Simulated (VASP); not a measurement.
# In (P6_3/mmc) in VASP: notebook

Aim: see how the results for In move with the level of theory and the settings. Levels: vdW-DF-cx, r2SCAN. Tasks: density of states, equation of state.

Program: VASP 6.6.1. These are calculated values, not measurements. Logs are shortened: lines on timing, memory, paths and dates and some standing lists are left out, and cuts for length are marked.

### 1 The structure

The structure is hexagonal, space group P6_3/mmc (No. 194). Conventional cell: a = 3.335 Å, b = 3.335 Å, c = 5.509 Å, α = 90.00°, β = 90.00°, γ = 120.00°. In (site symmetry -6m2) has 12 In at 3.34 to 3.36 Å as nearest neighbours.

This isn't the form of In at room conditions, which is tetragonal.

### 2 Density of states, vdW-DF-cx

The input, In.cif:

```cif
data_In
_cell_length_a 3.33548478
_cell_length_b 3.33548478
_cell_length_c 5.50914292
_cell_angle_alpha 90.00000000
_cell_angle_beta 90.00000000
_cell_angle_gamma 120.00000000
_space_group_name_H-M_alt 'P6_3/mmc'
_space_group_name_Hall '-P 6c 2c'
_space_group_IT_number 194
loop_
_space_group_symop_operation_xyz
'x,y,z'
'-x,-y,-z'
'x-y,x,z+1/2'
'-x+y,-x,-z+1/2'
'-y,x-y,z'
'y,-x+y,-z'
'-x,-y,z+1/2'
'x,y,-z+1/2'
'-x+y,-x,z'
'x-y,x,-z'
'y,-x+y,z+1/2'
'-y,x-y,-z+1/2'
'-y,-x,-z+1/2'
'y,x,z+1/2'
'-x,-x+y,-z'
'x,x-y,z'
'-x+y,y,-z+1/2'
'x-y,-y,z+1/2'
'y,x,-z'
'-y,-x,z'
'x,x-y,-z+1/2'
'-x,-x+y,z+1/2'
'x-y,-y,-z'
'-x+y,y,z'
loop_
_atom_site_label
_atom_site_type_symbol
_atom_site_symmetry_multiplicity
_atom_site_Wyckoff_symbol
_atom_site_fract_x
_atom_site_fract_y
_atom_site_fract_z
_atom_site_occupancy
In1 In 2 c 0.6666666667 0.3333333333 0.7500000000 1
```

The input, POSCAR:

```
In
 1.0000000000000000
     3.3354847799999998    0.0000000000000000    0.0000000000000000
    -1.6677423899999992    2.8886145534163497    0.0000000000000000
     0.0000000000000000    0.0000000000000000    5.5091429200000004
 In 
   2
Cartesian
  1.6677423901667743  0.9628715177091627  4.1318571899999998
 -0.0000000001667739  1.9257430357071872  1.3772857300000008
```

The input, INCAR.step1:

```
SYSTEM = In
  PREC = Single
  ENCUT = 520
  EDIFF = 1E-7
  ISMEAR = 1
  SIGMA = 0.2
  LREAL = .FALSE.
  LASPH = .TRUE.
  NELM = 100
  ALGO = Fast
  ISIF = 2
  LWAVE = .FALSE.
  LCHARG = .TRUE.
  GGA = CX
  LUSE_VDW = .TRUE.
  AGGAC = 0.0
  NBANDS = 20
```

The input, KPOINTS.step1:

```
Automatic mesh
0
G
  9 9 5
  0 0 0
```

The input, INCAR.step2:

```
SYSTEM = In
  PREC = Single
  ENCUT = 520
  EDIFF = 1E-7
  ISMEAR = -5
  SIGMA = 0.2
  LREAL = .FALSE.
  LASPH = .TRUE.
  NELM = 100
  ALGO = Fast
  ISIF = 2
  LWAVE = .FALSE.
  LCHARG = .FALSE.
  GGA = CX
  LUSE_VDW = .TRUE.
  AGGAC = 0.0
  LORBIT = 11
  NBANDS = 20
  NEDOS = 2001
  ICHARG = 11
```

The input, KPOINTS.step2:

```
Automatic mesh
0
G
  14 14 8
  0 0 0
```

Potentials or basis: VASP PAW PBE potentials, release 64 (In_d).

Started as:

```bash
$ ase convert -i cif -o vasp In.cif POSCAR
$ cat potpaw_PBE.64/In_d/POTCAR > POTCAR
$ cp INCAR.step1 INCAR
$ cp KPOINTS.step1 KPOINTS
$ mpirun -np 1 vasp_std > vasp.out
$ cp INCAR.step2 INCAR
$ cp KPOINTS.step2 KPOINTS
$ mpirun -np 1 vasp_std > vasp.out
```

OUTCAR:

```text
SYSTEM = In
   PREC = Single
   ENCUT = 520
   EDIFF = 1E-7
   ISMEAR = -5
   LREAL = .FALSE.
   LASPH = .TRUE.
   NELM = 100
   ISIF = 2
   GGA = CX
   LORBIT = 11
   ICHARG = 11

 ion  position               nearest neighbor table
   1  0.667  0.333  0.750-   2 3.36   2 3.36   2 3.36   2 3.36   2 3.36   2 3.36
   2  0.333  0.667  0.250-   1 3.36   1 3.36   1 3.36   1 3.36   1 3.36   1 3.36

  LATTYP: Found a hexagonal cell.
 ALAT       =     3.3354847800
 C/A-ratio  =     1.6516768276

  Lattice vectors:

 A1 = (   3.3354847800,   0.0000000000,   0.0000000000)
 A2 = (  -1.6677423900,   2.8886145534,   0.0000000000)
 A3 = (   0.0000000000,   0.0000000000,   5.5091429200)

Analysis of symmetry for initial positions (statically):
=====================================================================
 Subroutine PRICEL returns:
 Original cell was already a primitive cell.

 Routine SETGRP: Setting up the symmetry group for a
 hexagonal supercell.

 Subroutine GETGRP returns: Found 24 space group operations
 (whereof 12 operations were pure point group operations)
 out of a pool of 24 trial point group operations.

The static configuration has the point symmetry D_3d.
 The point group associated with its full space group is D_6h.

Analysis of symmetry for dynamics (positions and initial velocities):
=====================================================================
 Subroutine PRICEL returns:
 Original cell was already a primitive cell.

 Routine SETGRP: Setting up the symmetry group for a
 hexagonal supercell.

 Subroutine GETGRP returns: Found 24 space group operations
 (whereof 12 operations were pure point group operations)
 out of a pool of 24 trial point group operations.

The dynamic configuration has the point symmetry D_3d.
 The point group associated with its full space group is D_6h.

 Subroutine INISYM returns: Found 24 space group operations
 (whereof 12 operations are pure point group operations),
 and found     1 'primitive' translations

----------------------------------------------------------------------------------------

                                     Primitive cell

  volume of cell :      53.0802

  direct lattice vectors                    reciprocal lattice vectors
     3.335484780  0.000000000  0.000000000     0.299806495  0.173093360  0.000000000
    -1.667742390  2.888614553  0.000000000     0.000000000  0.346186721  0.000000000
     0.000000000  0.000000000  5.509142920     0.000000000  0.000000000  0.181516438

  length of vectors
     3.335484780  3.335484780  5.509142920     0.346186721  0.346186721  0.181516438

  position of ions in fractional coordinates (direct lattice)
     0.666666667  0.333333333  0.750000000
     0.333333333  0.666666667  0.250000000

  ion indices of the primitive-cell ions
   primitive index   ion index
                 1           1
                 2           2

----------------------------------------------------------------------------------------

 KPOINTS: Automatic mesh

Automatic generation of k-mesh.
 Grid dimensions read from file:
 generate k-points for:   14   14    8

 Generating k-lattice:

  Cartesian coordinates                     Fractional coordinates (reciprocal lattice)
     0.021414750  0.012363811  0.000000000     0.071428571  0.000000000  0.000000000
     0.000000000  0.024727623  0.000000000     0.000000000  0.071428571  0.000000000
     0.000000000  0.000000000  0.022689555     0.000000000  0.000000000  0.125000000

  Length of vectors
     0.024727623  0.024727623  0.022689555

  Shift w.r.t. Gamma in fractional coordinates (k-lattice)
     0.000000000  0.000000000  0.000000000

 TETIRR: Found   1624 inequivalent tetrahedra from     9408

 Subroutine IBZKPT returns following result:
 ===========================================

 Found    120 irreducible k-points:

 Following reciprocal coordinates:
            Coordinates               Weight
  0.000000  0.000000  0.000000      1.000000
  0.071429  0.000000  0.000000      6.000000
  0.142857  0.000000  0.000000      6.000000
  0.214286  0.000000  0.000000      6.000000
  0.285714 -0.000000  0.000000      6.000000
  0.357143  0.000000  0.000000      6.000000
[... 16 lines left out ...]
  0.285714  0.285714  0.000000      6.000000
  0.357143  0.285714  0.000000      6.000000
 [... further k-points ...]
   k-points           NKPTS =    120   k-points in BZ     NKDIM =    120   number of bands    NBANDS=     20
   number of dos      NEDOS =   2001   number of ions     NIONS =      2
   total plane-waves  NPLWV =  32928
   dimension x,y,z NGX =    28 NGY =   28 NGZ =   42
   dimension x,y,z NGXF=    28 NGYF=   28 NGZF=   42
   ions per type =               2
   NGX,Y,Z   is equivalent  to a cutoff of  13.96, 13.96, 12.67 a.u.
   NGXF,Y,Z  is equivalent  to a cutoff of  13.96, 13.96, 12.67 a.u.
 SYSTEM =  In
   PREC   = single    normal or accurate (medium, high low for compatibility)
[... 24 lines left out ...]
  Thomas-Fermi vector in A             =   2.422320
   LORBIT       =     11    0 simple, 1 ext, 2 COOP (PROOUT), +10 PAW based schemes
   GGA     = CX    functional components
   LHFCALC =     F    Hartree Fock is set to
   AEXX    =    0.0000 exact exchange contribution
   IVDW_NL    =     1    kernel type
   BPARAM     = 6.3000
   IVDW    =     0    specifies the selected vdW correction
   LEPSILON=     F    determine dielectric tensor
   LRPA    =     F    only Hartree local field effects (RPA)
 non-spin polarized calculation
 RMM-DIIS sequential band-by-band and
 Fermi weights with tetrahedron method with Bloechl corrections
  energy-cutoff  :      520.00
  volume of cell :       53.08
 maximum number of plane-waves:      1460
 NGX is ok and might be reduce to    28

 number of electron      25.9999774 magnetization

 Free energy of the ion-electron system (eV)
  ---------------------------------------------------
  ext. energy  EPLUGINS =         0.00000000
  ---------------------------------------------------
  free energy    TOTEN  =         0.88439912 eV

  energy without entropy =        0.88439912  energy(sigma->0) =        0.88439912

 E-fermi :   7.2803     XC(G=0): -10.2815

 val. band max:        7.3927947296   @ k =   0.2143   0.2143   0.2500
 cond. band min:       7.1160389248   @ k =   0.3571   0.0714   0.0000
 fundamental gap:     -0.2767558048
 Fermi energy:         7.2802884598

 k-point     1 :       0.0000    0.0000    0.0000
  band No.  band energies     occupation
      1      -7.3953      2.00000
      2      -7.3398      2.00000
      3      -7.3140      2.00000
      4      -7.3139      2.00000
      5      -7.2872      2.00000
      6      -7.2872      2.00000
[... 12 lines left out ...]
     19      18.1923      0.00000
     20      18.6583      0.00000

 k-point     2 :       0.0714    0.0000    0.0000
  band No.  band energies     occupation
      1      -7.3889      2.00000
      2      -7.3446      2.00000
      3      -7.3041      2.00000
      4      -7.2995      2.00000
      5      -7.2862      2.00000
      6      -7.2735      2.00000
[... 12 lines left out ...]
     19      18.5871      0.00000
     20      19.1057      0.00000

 k-point     3 :       0.1429    0.0000    0.0000
  band No.  band energies     occupation
      1      -7.3944      2.00000
      2      -7.3366      2.00000
      3      -7.2976      2.00000
      4      -7.2608      2.00000
      5      -7.2588      2.00000
      6      -7.2444      2.00000
[... 12 lines left out ...]
     19      17.8367      0.00000
     20      18.9497      0.00000

 k-point     4 :       0.2143    0.0000    0.0000
  band No.  band energies     occupation
      1      -7.4259      2.00000
      2      -7.3225      2.00000
      3      -7.2867      2.00000
      4      -7.2818      2.00000
      5      -7.2549      2.00000
      6      -7.2070      2.00000
[... 429 lines left out ...]
 k-point    23 :       0.2857    0.2857    0.0000
  band No.  band energies     occupation
      1      -7.4318      2.00000
      2      -7.3174      2.00000
      3      -7.3157      2.00000
      4      -7.2813      2.00000
      5      -7.2245      2.00000
      6      -7.1671      2.00000
[... 12 lines left out ...]
     19      13.3174      0.00000
     20      21.9494      0.00000

 k-point    24 :       0.3571    0.2857    0.0000
  band No.  band energies     occupation
      1      -7.4391      2.00000
      2      -7.3174      2.00000
      3      -7.2687      2.00000
      4      -7.2684      2.00000
      5      -7.2406      2.00000
      6      -7.1989      2.00000
[... 12 lines left out ...]
     19      13.0371      0.00000
     20      22.0094      0.00000

 [... further k-points ...]

------------------------ aborting loop because EDIFF is reached ----------------------------------------

  FORCE on cell =-STRESS in cart. coord.  units (eV):
  Direction    XX          YY          ZZ          XY          YZ          ZX
  --------------------------------------------------------------------------------------
  -------------------------------------------------------------------------------------
  Total        0.0982046      0.0982046      0.3185945     -0.0000000      0.0000000      0.0000000
  in kB        2.9642153      2.9642153      9.6164821     -0.0000000      0.0000000      0.0000000
  external PRESSURE =       5.1816375 kB  Pullay stress =       0.0000000 kB

 VOLUME and BASIS-vectors are now :
 -----------------------------------------------------------------------------
  energy-cutoff  :      520.00
  volume of cell :       53.08
      direct lattice vectors                 reciprocal lattice vectors
     3.335484780  0.000000000  0.000000000     0.299806495  0.173093360  0.000000000
    -1.667742390  2.888614553  0.000000000     0.000000000  0.346186721  0.000000000
     0.000000000  0.000000000  5.509142920     0.000000000  0.000000000  0.181516438

 POSITION                                       TOTAL-FORCE (eV/Angst)
 -----------------------------------------------------------------------------------
      1.66774      0.96287      4.13186        -0.000000      0.000000      0.000000
     -0.00000      1.92574      1.37729         0.000000     -0.000000     -0.000000
 -----------------------------------------------------------------------------------
    total drift:                               -0.000000      0.000000      0.000000

  FREE ENERGIE OF THE ION-ELECTRON SYSTEM (eV)
  ---------------------------------------------------
  free  energy   TOTEN  =         0.8843991187 eV

  energy  without entropy=        0.8843991187  energy(sigma->0) =        0.88439912

Total vdW correction in eV:      4.7760408

 total charge

# of ion       s       p       d       tot
------------------------------------------
    1        1.011   0.477   9.848  11.337
    2        1.011   0.477   9.848  11.337
--------------------------------------------------
tot          2.023   0.954  19.696  22.673
```

Run time: 2 min. Hardware: 1 thread of Intel Xeon Platinum 8488C (Sapphire Rapids), shared host; peak memory 0.28 GiB.

The run converged, but some of its settings lie outside the range that counts as converged, so its numbers aren't taken as properties of the crystal.

Results:

| Item | Value |
| --- | --- |
| Valence electrons inside the program's atomic spheres | In 11.34 |

Caveat: the PAW data sets were made with another functional, which shifts forces and pressure a little; tetrahedron occupations give inexact forces and stress in metals.

### 3 Equation of state, r2SCAN, 25.84 Å³/atom (a relaxed cell with its volume scaled by 0.96)

The input, INCAR:

```
SYSTEM = In
ALGO = Normal
EDIFF = 1E-7
ENCUT = 520
ISIF = 2
ISMEAR = -1
LASPH = .True.
LCHARG = .False.
LMIXTAU = .True.
LREAL = .False.
LWAVE = .False.
METAGGA = R2SCAN
NELM = 60
PREC = Accurate
SIGMA = 0.05
```

The input, KPOINTS:

```
k-points
0
Gamma
  8 8 4
  0 0 0
```

The input, POSCAR:

```
In                                      
1.0
    3.1965216524      0.0000000000      0.0000000000
   -1.5982608262      2.7682689548     -0.0000000000
   -0.0000000000     -0.0000000000      5.8395087890
  In            
     2
Direct
     0.6666666667000030    0.3333333332999970    0.7500000000000000
     0.3333333332999970    0.6666666667000030    0.2500000000000000
```

Potentials or basis: VASP PAW PBE potentials, release 64 (In_d).

Started as:

```bash
$ cat potpaw_PBE.64/In_d/POTCAR > POTCAR
$ mpirun -np 1 vasp_std > vasp.out
```

Wall time 1.8 min (1 thread of Intel Xeon 6975P-C (Granite Rapids), shared host); peak memory 0.17 GiB.

Results (log left out):

```yaml
Free_energy: -45.0757 eV
Pressure: 1.8 GPa
Band_gap_on_the_k_mesh: none (metal or under the smearing width)
```

Caveat: the PAW data sets were made with another functional, which shifts forces and pressure a little.

### 4 Equation of state, r2SCAN, 26.37 Å³/atom (a relaxed cell with its volume scaled by 0.98)

INCAR is that of step 3.

KPOINTS is that of step 3.

The input, POSCAR:

```
In                                      
1.0
    3.2185673260      0.0000000000      0.0000000000
   -1.6092836630      2.7873610681     -0.0000000000
   -0.0000000000     -0.0000000000      5.8797825361
  In            
     2
Direct
     0.6666666667000030    0.3333333332999970    0.7500000000000000
     0.3333333332999970    0.6666666667000030    0.2500000000000000
```

Started as:

```bash
$ cat potpaw_PBE.64/In_d/POTCAR > POTCAR
$ mpirun -np 1 vasp_std > vasp.out
```

Wall time 87 s (1 thread of Intel Xeon 6975P-C (Granite Rapids), shared host); peak memory 0.17 GiB.

Results (log left out):

| Quantity | Value |
| --- | --- |
| Free energy | -45.0851 eV |
| Pressure | 0.8 GPa |
| Band gap on the k mesh | none (metal or under the smearing width) |

Caveat: the PAW data sets were made with another functional, which shifts forces and pressure a little.

### 5 Equation of state, r2SCAN, 26.91 Å³/atom

INCAR is that of step 4.

KPOINTS is that of step 4.

The input, POSCAR:

```
In                                      
1.0
    3.2403150622      0.0000000000      0.0000000000
   -1.6201575311      2.8061951602     -0.0000000000
   -0.0000000000     -0.0000000000      5.9195120016
  In            
     2
Direct
     0.6666666667000030    0.3333333332999970    0.7500000000000000
     0.3333333332999970    0.6666666667000030    0.2500000000000000
```

Started as:

```bash
$ cat potpaw_PBE.64/In_d/POTCAR > POTCAR
$ mpirun -np 1 vasp_std > vasp.out
```

It took 1.8 min on 1 thread of Intel Xeon 6975P-C (Granite Rapids), shared host; peak memory 0.17 GiB.

It converged, with:

| Property | Result |
| --- | --- |
| Free energy | -45.0884 eV |
| Pressure | 0.0 GPa |
| Band gap on the k mesh | none (metal or under the smearing width) |

Caveat: the PAW data sets were made with another functional, which shifts forces and pressure a little.

### 6 Equation of state, r2SCAN, 27.45 Å³/atom (a relaxed cell with its volume scaled by 1.02)

INCAR is that of step 5.

KPOINTS is that of step 5.

The input, POSCAR:

```
In                                      
1.0
    3.2617747278      0.0000000000      0.0000000000
   -1.6308873639      2.8247797757     -0.0000000000
   -0.0000000000     -0.0000000000      5.9587152103
  In            
     2
Direct
     0.6666666667000030    0.3333333332999970    0.7500000000000000
     0.3333333332999970    0.6666666667000030    0.2500000000000000
```

Potentials or basis: VASP PAW PBE potentials, release 64 (In_d).

Started as:

```bash
$ cat potpaw_PBE.64/In_d/POTCAR > POTCAR
$ mpirun -np 1 vasp_std > vasp.out
```

Wall time 2 min (1 thread of Intel Xeon 6975P-C (Granite Rapids), shared host); peak memory 0.17 GiB.

The run converged. Its results:

| Item | Value |
| --- | --- |
| Free energy | -45.0862 eV |
| Pressure | -0.8 GPa |
| Band gap on the k mesh | none (metal or under the smearing width) |

Caveat: the PAW data sets were made with another functional, which shifts forces and pressure a little.

### 7 Equation of state, r2SCAN, 27.99 Å³/atom (a relaxed cell with its volume scaled by 1.04)

INCAR is that of step 6.

KPOINTS is that of step 6.

The input, POSCAR:

```
In                                      
1.0
    3.2829556766      0.0000000000      0.0000000000
   -1.6414778383      2.8431230155     -0.0000000000
   -0.0000000000     -0.0000000000      5.9974092505
  In            
     2
Direct
     0.6666666667000030    0.3333333332999970    0.7500000000000000
     0.3333333332999970    0.6666666667000030    0.2500000000000000
```

Started as:

```bash
$ cat potpaw_PBE.64/In_d/POTCAR > POTCAR
$ mpirun -np 1 vasp_std > vasp.out
```

Wall time 1.9 min (1 thread of Intel Xeon 6975P-C (Granite Rapids), shared host); peak memory 0.18 GiB.

It converged, with:

```yaml
Free_energy: -45.0791 eV
Pressure: -1.5 GPa
Band_gap_on_the_k_mesh: none (metal or under the smearing width)
```

Caveat: the PAW data sets were made with another functional, which shifts forces and pressure a little.

### 8 Equation of state, r2SCAN

This run uses another cell than the first one, of 26.91 Å³/atom, 1.014 times its volume.

Potentials or basis: VASP PAW PBE potentials, release 64 (In_d).

This step only gathers the single runs of the series.

What came out:

* Equilibrium volume: 26.96 Å³/atom
* Bulk modulus at fixed shape and positions: 40 GPa
* Pressure derivative of the bulk modulus: 4.5 (rough: it moves with the points fitted)

Energy against volume, from the lowest point:
```
volume (Å³/atom)  energy (meV/atom)
          25.836               6.34
          26.375               1.65
          26.913               0.00
          27.451               1.11
          27.989               4.65
```

Caveat: the cell was scaled at fixed shape and fractional positions, which overstates the stiffness of a crystal with free parameters, most of all of layers and chains; the PAW data sets were made with another functional, which shifts forces and pressure a little.

### 9 The reference run

An earlier run on the cell as given: functional PBEsol; potentials or basis VASP PAW PBE potentials, release 64 (In_d); cutoff 520 eV; k mesh 9 × 9 × 5; occupations fermi-dirac, width 0.05 eV; no spin polarisation.

- Pressure: -1.4 GPa
- Band gap on the k mesh: none (metal or under the smearing width)
